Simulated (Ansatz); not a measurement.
# InSb: strong compression

Aim: compress InSb (CsCl type) step by step, far beyond the usual range, and follow pressure and electronic structure. The runs shown use LAPW, crystal datasets and norm-conserving. Companion runs by PAW are cited. Its runs: the reference run (LAPW); volume scaled by 1 (crystal datasets and norm-conserving); volume scaled by 0.94 (LAPW); volume scaled by 0.88 (LAPW and crystal datasets); volume scaled by 0.8 (LAPW and norm-conserving); volume scaled by 0.72 (LAPW); volume scaled by 0.64 (LAPW and norm-conserving); volume scaled by 0.55 (LAPW, crystal datasets and norm-conserving).

Program: Ansatz 0.2.0. Level of theory: DFT PBE, with the methods named in each step. These are calculated values, not measurements.

## (1) The system as given

Symmetry: Pm-3m, No. 221, cubic system. Conventional cell: a = 3.806 Å, b = 3.806 Å, c = 3.806 Å, α = 90.00°, β = 90.00°, γ = 90.00°. In (site symmetry m-3m) is surrounded by 8 Sb at 3.30 Å. Sb (site symmetry m-3m) has 8 In at 3.30 Å as nearest neighbours.

Structure file:

```xyz
2
Lattice="3.8063 0.0000 0.0000 0.0000 3.8063 0.0000 0.0000 0.0000 3.8063" Properties=species:S:1:pos:R:3 pbc="T T T"
In    0.0000    0.0000    0.0000
Sb    1.9031    1.9031    1.9031
```

Whether this phase is the stable one at these pressures isn't tested.

Atoms are numbered in the order of the input: In1, Sb2.

## (2) The reference volume, LAPW

File input.yaml:

```yaml
crystal:
  lattice:
    - [3.8062691655, 0.0, 0.0]
    - [0.0, 3.8062691655, 0.0]
    - [0.0, 0.0, 3.8062691655]
  atoms:
    - { symbol: In, position: [0.0, 0.0, 0.0] }
    - { symbol: Sb, position: [0.5, 0.5, 0.5] }
kpoints:
  mp_grid: { grid: [11, 11, 11] }
  band_path:
    path:
      - [0.0, 0.0, 0.0]
      - [0.0, 0.5, 0.0]
      - [0.5, 0.5, 0.0]
      - [0.0, 0.0, 0.0]
      - [0.5, 0.5, 0.5]
      - [0.0, 0.5, 0.0]
      - [0.5, 0.5, 0.5]
      - [0.5, 0.5, 0.0]
    npoints: 14
scf:
  occupations: { method: fermi_dirac, width: 0.08 }
hamiltonian:
  xc: pbe
  pseudopotentials: { kind: all_electron, lapw: { basis_error: 0.001 } }
output:
  forces: true
  stress: true
  eigenvalues: true
  populations: true
  dos: { projected: true, de: 0.2, e_range: [-14, 8] }
```

Launch:

```bash
$ ansatz run input.yaml --threads 1 --pin off --max-ram 2048MiB --backend cpu --events-out ev --progress --plain --runs-dir out
```

What it wrote:

```text
In: projections on atomic orbitals take those of the free atom 1s2 2s2 2p6 3s2 3p6 3d10 4s2 4p6 4d10 5s2 5p1, of charge +0.00 (hamiltonian.pseudopotentials.projection_atoms)
Sb: projections on atomic orbitals take those of the free atom 1s2 2s2 2p6 3s2 3p6 3d10 4s2 4p6 4d10 5s2 5p3, of charge +0.00 (hamiltonian.pseudopotentials.projection_atoms)
LAPW: plane waves up to 6.649 Å⁻¹, error target 1.0e-3 eV per atom; small_component_spin mean_spin; In in spheres of 1.664 Å, 21 of its electrons in bands, Dirac shells []; Sb in spheres of 1.632 Å, 23 of its electrons in bands, Dirac shells []
Engine: ansatz 0.2.0
Pseudopotentials: kind: all_electron
Pseudopotential: In, LAPW, valence charge 21, Koelling and Harmon's equation, gaussian nucleus
Pseudopotential: Sb, LAPW, valence charge 23, Koelling and Harmon's equation, gaussian nucleus
Functional definition: PBE
  parameter kappa = 0.804
  parameter beta = 0.06672455060314922
  exchange = pbe_x(kappa = kappa, mu = beta*pi^2/3)
  correlation = pbe_c(beta = beta)
Crystal: 2 atoms, lattice volume = 55.144 Å³
Basis set: ecut = 168.41917985999288 eV, 257 PW (Γ), exchange–correlation at level 2
Bands: 27, of which v1, the nominal top of the filled ones, is band 22 counted from 1 (21 counted from 0)
Symmetry: 48 space group operations
Space group: Pm-3m (ITA 221), of the structure as read, at distance tolerance 3.8e-5 Å
k-points: 56 of 1331
Non-local potential: In, projectors of the file, none
Non-local potential: Sb, projectors of the file, none
Initial density: superposition of atomic densities (chi_scale 0.1, normalization cell, long waves kept (reshape's long-wave potential 0.00 eV rms))
Initial wavefunctions: plane waves of lowest kinetic energy (no species holds an atomic orbital)
Functional: x = pbe(κ = 0.804, μ = 0.2195149727645171), c = pbe(β = 0.06672455060314922)
iter 1 solved again at ethr=8.30e-5 eV; its pass at ethr=1.00e-1 eV (dr2=3.65e-2 eV) is discarded
SCF iter   1: F=—  HF=-336413.997272 eV  |F-HF|=—  |Δ(HF+E_count)|=         —  Δρ=6.46e-3  dr2=3.66e-2  ethr=8.30e-5  ⟨swp⟩=3.1  Hψ=10180  notcnv=0
preconditioner: auto → Kerker (q_TF=auto, 2.628 Å⁻¹)  [metal: Δε(μ)=0.028 eV  Ē_g=14.141 eV  σ=0.080 eV  W_gap=0.09  n_scr=18 (ndim 8)  ℏωp=21.2 eV  f_vac=0.000  D(μ)=1.52/eV (n_scr^D=6)]
SCF iter   2: F=—  HF=-336413.961152 eV  |F-HF|=—  |Δ(HF+E_count)|=   3.61e-2  Δρ=3.67e-3  dr2=1.15e-2  ethr=8.30e-5  ⟨swp⟩=2.0  Hψ=4564  notcnv=0  defer=1
SCF iter   3: F=—  HF=-336413.958386 eV  |F-HF|=—  |Δ(HF+E_count)|=   2.77e-3  Δρ=2.29e-3  dr2=5.52e-3  ethr=2.62e-5  ⟨swp⟩=2.0  Hψ=4562  notcnv=0  defer=1
SCF iter   4: F=—  HF=-336413.957588 eV  |F-HF|=—  |Δ(HF+E_count)|=   7.99e-4  Δρ=1.05e-3  dr2=1.30e-3  ethr=1.25e-5  ⟨swp⟩=2.0  Hψ=4561  notcnv=0
SCF iter   5: F=—  HF=-336413.957968 eV  |F-HF|=—  |Δ(HF+E_count)|=   3.81e-4  Δρ=3.69e-4  dr2=2.21e-4  ethr=2.96e-6  ⟨swp⟩=2.0  Hψ=4559  notcnv=0
SCF iter   6: F=—  HF=-336413.957825 eV  |F-HF|=—  |Δ(HF+E_count)|=   1.43e-4  Δρ=1.83e-4  dr2=2.95e-5  ethr=5.03e-7  ⟨swp⟩=2.0  Hψ=4559  notcnv=0
SCF iter   7: F=—  HF=-336413.957827 eV  |F-HF|=—  |Δ(HF+E_count)|=   1.45e-6  Δρ=6.89e-5  dr2=2.95e-6  ethr=6.71e-8  ⟨swp⟩=2.0  Hψ=4559  notcnv=0
iter 8 solved again at ethr=2.17e-10 eV; its pass at ethr=6.71e-9 eV (dr2=9.57e-8 eV) is discarded
SCF iter   8: F=-336413.957828 eV  HF=-336413.957828 eV  |F-HF|=6.00e-8  |Δ(HF+E_count)|=   1.60e-6  Δρ=1.37e-5  dr2=9.56e-8  ethr=2.17e-10  ⟨swp⟩=2.0  Hψ=7806  notcnv=0
SCF 1 converged in 8 iterations: F = -336413.957828 eV  dr2 = 9.56e-8
NSCF: frozen V_eff on 99 k-points
SCF converged after 8 iterations
Free energy (F): -336413.957828 eV
Harris-Foulkes:  -336413.957828 eV  (|F-HF|=6.00e-8)
Internal energy: -336413.927550 eV  (E = F + TS)
E sigma→0 (E₀):  -336413.942689 eV
Entropy (-TS):   -0.030279 eV (-15.139 meV/atom)
Fermi energy:    13.274323 eV
--- Per-component energies (eV) ---
  E_band       = -1431.982772
  E_kinetic    = 353857.879833
  E_xc         = -8996.219974
  E_electrostatic = -681275.587409  (all electrons and nuclei)
  E_smearing   = -0.030279  (= −TS)
  E_closure    = 0.000000  (closes the sum)
  E_atoms      = -336407.490643  (free atoms, spherical and without spin; not in F)
  Σ components = -336413.957828   (vs F -336413.957828, Δ=0.00e0)
  Basis errors (estimates in eV, not in F): energy 2.4e-4 per atom: plane waves 2.3e-4 (1.2e-4 summed), levels above the bands 7.7e-40, relativity 3.4e-8, radial functions 7.5e-6, core shells 4.8e-10; eigenvalues (radial functions only) 1.5e-5; not estimated: angular momenta, meshes, grids; target (lapw.basis_error) 1.0e-3; muffin-tin radii In 1.664 Å, Sb 1.632 Å
--- Forces (eV/Å), atoms counted from 1 ---
  atom   1  In     0.00000000    -0.00000000    -0.00000000
  atom   2  Sb    -0.00000000     0.00000000    -0.00000000
  max |Σ_I F_I| component: 4.11e-31 eV/Å
--- Stress (GPa, compression-positive) ---
        0.010470      -0.000000       0.000000
       -0.000000       0.010470       0.000000
        0.000000       0.000000       0.010470
  P = ⅓ Tr σ = 0.0105 GPa (0.105 kbar)
--- Band table (eV; the first three rows and the last of 56) ---
  k-point 0: bands = ["-130.9677", "-102.0889", "-83.9351", "-83.9351", "-83.9351", "-60.5710", "-60.5710", "-60.5710", "-15.7426", "-15.7426", "-15.7292", "-15.7292", "-15.7292", "-1.2199", "-1.2199", "-1.1146", "-1.1146", "-1.1146", "1.9811", "11.1207", "12.6687", "12.6687", "12.6687", "17.4103", "17.4103", "21.5217", "21.5217"]
  k-point 1: bands = ["-130.9677", "-102.0889", "-83.9351", "-83.9351", "-83.9351", "-60.5711", "-60.5710", "-60.5710", "-15.7425", "-15.7411", "-15.7295", "-15.7295", "-15.7291", "-1.2194", "-1.2122", "-1.1182", "-1.1182", "-1.1145", "2.0592", "10.5154", "12.7604", "12.7604", "12.9362", "17.4764", "17.9641", "21.0222", "21.1347"]
  k-point 2: bands = ["-130.9677", "-102.0889", "-83.9351", "-83.9351", "-83.9351", "-60.5712", "-60.5710", "-60.5710", "-15.7424", "-15.7372", "-15.7306", "-15.7306", "-15.7290", "-1.2180", "-1.1915", "-1.1279", "-1.1279", "-1.1141", "2.2896", "9.3605", "13.0295", "13.0295", "13.3537", "17.6737", "19.0835", "20.1790", "20.1790"]
  k-point 55: bands = ["-130.9677", "-102.0889", "-83.9351", "-83.9351", "-83.9351", "-60.5714", "-60.5714", "-60.5714", "-15.7389", "-15.7389", "-15.7389", "-15.7146", "-15.7146", "-1.2132", "-1.2111", "-1.2111", "-1.0561", "-1.0561", "5.5775", "10.4340", "11.1202", "11.1202", "11.1754", "13.1490", "13.1490", "13.7170", "28.9969"]
--- Löwdin populations: 2 sites ---
  site symbol       q [e]
     0     In     49.1353
     1     Sb     50.8069
  spilling = 0.000577 (of n_electrons = 100.000000)
```

Wall time 24 s (1 thread of Arm Neoverse V2, shared host); peak memory 0.36 GiB.

In short: pressure 0.01 GPa; no gap.

At the corners of the path (eV, zero at the Fermi level):

| point | band 19 | band 20 | band 21 | band 22 | band 23 | band 24 | band 25 |
| --- | --- | --- | --- | --- | --- | --- | --- |
| Γ | -11.29 | -2.15 | -0.61 | -0.61 | -0.61 | 4.14 | 4.14 |
| X | -9.73 | -6.97 | 1.22 | 1.22 | 2.22 | 2.48 | 3.87 |
| M | -8.36 | -4.28 | -4.28 | -4.18 | 1.88 | 5.61 | 5.68 |
| Γ | -11.29 | -2.15 | -0.61 | -0.61 | -0.61 | 4.14 | 4.14 |
| R | -7.64 | -2.40 | -2.07 | -2.07 | -2.07 | -0.34 | -0.34 |
| X | -9.73 | -6.97 | 1.22 | 1.22 | 2.22 | 2.48 | 3.87 |
| R | -7.64 | -2.40 | -2.07 | -2.07 | -2.07 | -0.34 | -0.34 |
| M | -8.36 | -4.28 | -4.28 | -4.18 | 1.88 | 5.61 | 5.68 |

States per cell, counted by energy window (eV from the Fermi level, on a grid of 0.20 eV):

| from | to | total | Sb 5p | In 5p | In 5s | Sb 5s |
| --- | --- | --- | --- | --- | --- | --- |
| -10 | -9 | 0.82 | 0.04 | 0.22 | 0.04 | 0.51 |
| -9 | -8 | 0.70 | 0.03 | 0.09 | 0.01 | 0.57 |
| -8 | -7 | 0.09 | 0.00 | 0.00 | 0.00 | 0.08 |
| -7 | -6 | 0.25 | 0.11 | 0.02 | 0.11 | 0.01 |
| -6 | -5 | 0.86 | 0.31 | 0.08 | 0.38 | 0.08 |
| -5 | -4 | 0.73 | 0.22 | 0.08 | 0.33 | 0.09 |
| -4 | -3 | 0.62 | 0.30 | 0.18 | 0.10 | 0.04 |
| -3 | -2 | 1.12 | 0.60 | 0.32 | 0.13 | 0.06 |
| -2 | -1 | 1.11 | 0.62 | 0.24 | 0.18 | 0.05 |
| -1 | 0 | 1.20 | 0.73 | 0.24 | 0.17 | 0.04 |
| 0 | 1 | 1.19 | 0.73 | 0.27 | 0.13 | 0.03 |
| 1 | 2 | 1.22 | 0.64 | 0.33 | 0.18 | 0.03 |
| 2 | 3 | 0.64 | 0.19 | 0.35 | 0.06 | 0.01 |
| 3 | 4 | 1.26 | 0.28 | 0.74 | 0.04 | 0.08 |
| 4 | 5 | 1.55 | 0.37 | 0.83 | 0.03 | 0.06 |

## (3) Volume scaled by 1, crystal datasets

File input.yaml:

```yaml
crystal:
  lattice:
    - [3.8062691655, 0.0, 0.0]
    - [0.0, 3.8062691655, 0.0]
    - [0.0, 0.0, 3.8062691655]
  atoms:
    - { symbol: In, position: [0.0, 0.0, 0.0] }
    - { symbol: Sb, position: [0.5, 0.5, 0.5] }
kpoints:
  mp_grid: { grid: [11, 11, 11] }
scf:
  occupations: { method: fermi_dirac, width: 0.08 }
hamiltonian:
  xc: pbe
  pseudopotentials: { kind: all_electron, datasets: crystal }
output:
  forces: true
  stress: true
  eigenvalues: true
```

Launch:

```bash
$ ansatz run input.yaml --threads 1 --pin off --max-ram 2048MiB --backend cpu --events-out ev --progress --plain --runs-dir out
```

What it wrote, cut to the lines that bear on the results:

```text
[...]
[... 1 set-up line as earlier in the session ...]
Pseudopotential: In, paw, valence charge 13, recommended cutoff 240 eV (normal), Koelling and Harmon's equation, gaussian nucleus
Pseudopotential: Sb, paw, valence charge 15, recommended cutoff 240 eV (normal), Koelling and Harmon's equation, gaussian nucleus
[... 1 set-up line as earlier in the session ...]
[...]
Crystal: 2 atoms, lattice volume = 55.144 Å³
[...]
--- Stress (GPa, compression-positive) ---
        0.008040       0.000000       0.000000
        0.000000       0.008040       0.000000
       -0.000000       0.000000       0.008040
  P = ⅓ Tr σ = 0.0080 GPa (0.080 kbar)
  It holds what live shells' own plane waves past their cutoff add
--- Band table (eV; the first three rows and the last of 56) ---
  k-point 0: bands = ["-1.2198", "-1.2198", "-1.1145", "-1.1145", "-1.1145", "1.9810", "11.1207", "12.6686", "12.6686", "12.6686", "17.4102", "17.4102", "21.5217", "21.5217", "21.5217"]
[...]
```

Run time: 8.7 s. Hardware: 1 thread of Arm Neoverse V2, shared host; peak memory 0.51 GiB.

Result: pressure 0.01 GPa; no gap.

## (4) Volume scaled by 1, norm-conserving

input.yaml, as its differences from that of step 3:

```diff
@@ -14,3 +14,3 @@
   xc: pbe
-  pseudopotentials: { kind: all_electron, datasets: crystal }
+  pseudopotentials: { kind: nc }
 output:
```

Launch:

```bash
$ ansatz run input.yaml --threads 1 --pin off --max-ram 2048MiB --backend cpu --events-out ev --progress --plain --runs-dir out
```

What it wrote, cut to the lines that bear on the results:

```text
[...]
Pseudopotentials: kind: nc
Pseudopotential: In, nc, valence charge 13, recommended cutoff 952.398519 eV (normal), In.nc.azcp
Pseudopotential: Sb, nc, valence charge 15, recommended cutoff 1088.45545 eV (normal), Sb.nc.azcp
[... 1 set-up line as earlier in the session ...]
[...]
Crystal: 2 atoms, lattice volume = 55.144 Å³
[...]
Fermi energy:    10.565656 eV
[...]
--- Forces (eV/Å), atoms counted from 1 ---
  atom   1  In    -0.00000000     0.00000000     0.00000000
  atom   2  Sb     0.00000000     0.00000000    -0.00000000
[...]
--- Stress (GPa, compression-positive) ---
        0.009248       0.000000       0.000000
        0.000000       0.009248       0.000000
       -0.000000       0.000000       0.009248
  P = ⅓ Tr σ = 0.0092 GPa (0.092 kbar)
--- Band table (eV; the first three rows and the last of 56) ---
[... band rows left out ...]
[...]
```

It took 23 s on 1 thread of Arm Neoverse V2, shared host; peak memory 0.43 GiB.

Result: pressure 0.01 GPa; no gap.

## (5) Volume scaled by 0.94, LAPW

File input.yaml:

```yaml
crystal:
  lattice:
    - [3.7285684006, 0.0, 0.0]
    - [0.0, 3.7285684006, 0.0]
    - [0.0, 0.0, 3.7285684006]
  atoms:
    - { symbol: In, position: [0.0, 0.0, 0.0] }
    - { symbol: Sb, position: [0.5, 0.5, 0.5] }
kpoints:
  mp_grid: { grid: [11, 11, 11] }
scf:
  occupations: { method: fermi_dirac, width: 0.08 }
hamiltonian:
  xc: pbe
  pseudopotentials: { kind: all_electron, lapw: { basis_error: 0.001 } }
output:
  forces: true
  stress: true
  eigenvalues: true
  populations: true
```

Launch:

```bash
$ ansatz run input.yaml --threads 1 --pin off --max-ram 2048MiB --backend cpu --events-out ev --progress --plain --runs-dir out
```

What it wrote, cut to the lines that bear on the results:

```text
In: projections on atomic orbitals take those of the free atom 1s2 2s2 2p6 3s2 3p6 3d10 4s2 4p6 4d10 5s2 5p1, of charge +0.00 (hamiltonian.pseudopotentials.projection_atoms)
Sb: projections on atomic orbitals take those of the free atom 1s2 2s2 2p6 3s2 3p6 3d10 4s2 4p6 4d10 5s2 5p3, of charge +0.00 (hamiltonian.pseudopotentials.projection_atoms)
[...]
  atom   2  Sb    -0.00000000     0.00000000    -0.00000000
[...]
--- Stress (GPa, compression-positive) ---
        3.246881      -0.000000       0.000000
       -0.000000       3.246881       0.000000
        0.000000       0.000000       3.246881
  P = ⅓ Tr σ = 3.2469 GPa (32.469 kbar)
--- Band table (eV; the first three rows and the last of 56) ---
[...]
--- Löwdin populations: 2 sites ---
  site symbol       q [e]
     0     In     49.1486
     1     Sb     50.7890
  spilling = 0.000624 (of n_electrons = 100.000000)
```

It took 16 s on 1 thread of Arm Neoverse V2, shared host; peak memory 0.36 GiB.

This run gives: pressure 3.25 GPa; no gap.

## (6) Volume scaled by 0.88, LAPW

input.yaml, as its differences from that of step 5:

```diff
@@ -2,5 +2,5 @@
   lattice:
-    - [3.7285684006, 0.0, 0.0]
-    - [0.0, 3.7285684006, 0.0]
-    - [0.0, 0.0, 3.7285684006]
+    - [3.6474867322, 0.0, 0.0]
+    - [0.0, 3.6474867322, 0.0]
+    - [0.0, 0.0, 3.6474867322]
   atoms:
```

Launch:

```bash
$ ansatz run input.yaml --threads 1 --pin off --max-ram 2048MiB --backend cpu --events-out ev --progress --plain --runs-dir out
```

What it wrote, cut to the lines that bear on the results:

```text
In: projections on atomic orbitals take those of the free atom 1s2 2s2 2p6 3s2 3p6 3d10 4s2 4p6 4d10 5s2 5p1, of charge +0.00 (hamiltonian.pseudopotentials.projection_atoms)
Sb: projections on atomic orbitals take those of the free atom 1s2 2s2 2p6 3s2 3p6 3d10 4s2 4p6 4d10 5s2 5p3, of charge +0.00 (hamiltonian.pseudopotentials.projection_atoms)
[...]
--- Stress (GPa, compression-positive) ---
        7.828388       0.000000       0.000000
        0.000000       7.828388       0.000000
        0.000000       0.000000       7.828388
  P = ⅓ Tr σ = 7.8284 GPa (78.284 kbar)
--- Band table (eV; the first three rows and the last of 56) ---
[... band rows left out ...]
[...]
--- Löwdin populations: 2 sites ---
  site symbol       q [e]
     0     In     49.1661
     1     Sb     50.7667
  spilling = 0.000672 (of n_electrons = 100.000000)
```

It took 16 s on 1 thread of Arm Neoverse V2, shared host; peak memory 0.36 GiB.

This run gives: pressure 7.83 GPa; no gap.

## (7) Volume scaled by 0.88, crystal datasets

input.yaml, as its differences from that of step 6:

```diff
@@ -14,3 +14,3 @@
   xc: pbe
-  pseudopotentials: { kind: all_electron, lapw: { basis_error: 0.001 } }
+  pseudopotentials: { kind: all_electron, datasets: crystal }
 output:
@@ -19,2 +19 @@
   eigenvalues: true
-  populations: true
```

Launch:

```bash
$ ansatz run input.yaml --threads 1 --pin off --max-ram 2048MiB --backend cpu --events-out ev --progress --plain --runs-dir out
```

What it wrote, cut to the lines that bear on the results:

```text
[...]
[... 4 set-up lines as earlier in the session ...]
[...]
Crystal: 2 atoms, lattice volume = 48.527 Å³
[...]
--- Stress (GPa, compression-positive) ---
        7.825709       0.000000       0.000000
       -0.000000       7.825709       0.000000
        0.000000       0.000000       7.825709
  P = ⅓ Tr σ = 7.8257 GPa (78.257 kbar)
  It holds what live shells' own plane waves past their cutoff add
--- Band table (eV; the first three rows and the last of 56) ---
  k-point 0: bands = ["1.0160", "1.0160", "1.1746", "1.1746", "1.1746", "3.4617", "14.2103", "14.9216", "14.9216", "14.9216", "19.7617", "19.7617", "25.1049", "25.1049", "25.1049"]
[...]
```

Run time: 8.8 s. Hardware: 1 thread of Arm Neoverse V2, shared host; peak memory 0.52 GiB.

Read from it: pressure 7.83 GPa; no gap.

## (8) Volume scaled by 0.8, LAPW

File input.yaml:

```yaml
crystal:
  lattice:
    - [3.5334272913, 0.0, 0.0]
    - [0.0, 3.5334272913, 0.0]
    - [0.0, 0.0, 3.5334272913]
  atoms:
    - { symbol: In, position: [0.0, 0.0, 0.0] }
    - { symbol: Sb, position: [0.5, 0.5, 0.5] }
kpoints:
  mp_grid: { grid: [11, 11, 11] }
scf:
  occupations: { method: fermi_dirac, width: 0.08 }
hamiltonian:
  xc: pbe
  pseudopotentials: { kind: all_electron, lapw: { basis_error: 0.001 } }
output:
  forces: true
  stress: true
  eigenvalues: true
  populations: true
```

Launch:

```bash
$ ansatz run input.yaml --threads 1 --pin off --max-ram 2048MiB --backend cpu --events-out ev --progress --plain --runs-dir out
```

What it wrote, cut to the lines that bear on the results:

```text
In: projections on atomic orbitals take those of the free atom 1s2 2s2 2p6 3s2 3p6 3d10 4s2 4p6 4d10 5s2 5p1, of charge +0.00 (hamiltonian.pseudopotentials.projection_atoms)
Sb: projections on atomic orbitals take those of the free atom 1s2 2s2 2p6 3s2 3p6 3d10 4s2 4p6 4d10 5s2 5p3, of charge +0.00 (hamiltonian.pseudopotentials.projection_atoms)
[...]
--- Stress (GPa, compression-positive) ---
       17.250001      -0.000000       0.000000
       -0.000000      17.250001       0.000000
        0.000000       0.000000      17.250001
  P = ⅓ Tr σ = 17.2500 GPa (172.500 kbar)
--- Band table (eV; the first three rows and the last of 56) ---
[... band rows left out ...]
[...]
--- Löwdin populations: 2 sites ---
  site symbol       q [e]
     0     In     49.1891
     1     Sb     50.7365
  spilling = 0.000745 (of n_electrons = 100.000000)
```

It took 17 s on 1 thread of Arm Neoverse V2, shared host; peak memory 0.36 GiB.

Result: pressure 17.25 GPa; no gap.

## (9) Volume scaled by 0.8, norm-conserving

input.yaml, as its differences from that of step 8:

```diff
@@ -14,3 +14,3 @@
   xc: pbe
-  pseudopotentials: { kind: all_electron, lapw: { basis_error: 0.001 } }
+  pseudopotentials: { kind: nc }
 output:
@@ -19,2 +19 @@
   eigenvalues: true
-  populations: true
```

Launch:

```bash
$ ansatz run input.yaml --threads 1 --pin off --max-ram 2048MiB --backend cpu --events-out ev --progress --plain --runs-dir out
```

What it wrote, cut to the lines that bear on the results:

```text
[...]
[... 4 set-up lines as earlier in the session ...]
[...]
Crystal: 2 atoms, lattice volume = 44.115 Å³
[...]
Fermi energy:    14.353768 eV
[...]
--- Forces (eV/Å), atoms counted from 1 ---
  atom   1  In    -0.00000000     0.00000000    -0.00000000
  atom   2  Sb     0.00000000    -0.00000000    -0.00000000
[...]
--- Stress (GPa, compression-positive) ---
       17.269519      -0.000000       0.000000
       -0.000000      17.269519       0.000000
        0.000000       0.000000      17.269519
  P = ⅓ Tr σ = 17.2695 GPa (172.695 kbar)
--- Band table (eV; the first three rows and the last of 56) ---
[... band rows left out ...]
[...]
```

Run time: 20 s. Hardware: 1 thread of Arm Neoverse V2, shared host; peak memory 0.38 GiB.

This run gives: pressure 17.27 GPa; no gap.

[end of part 1 of 2]
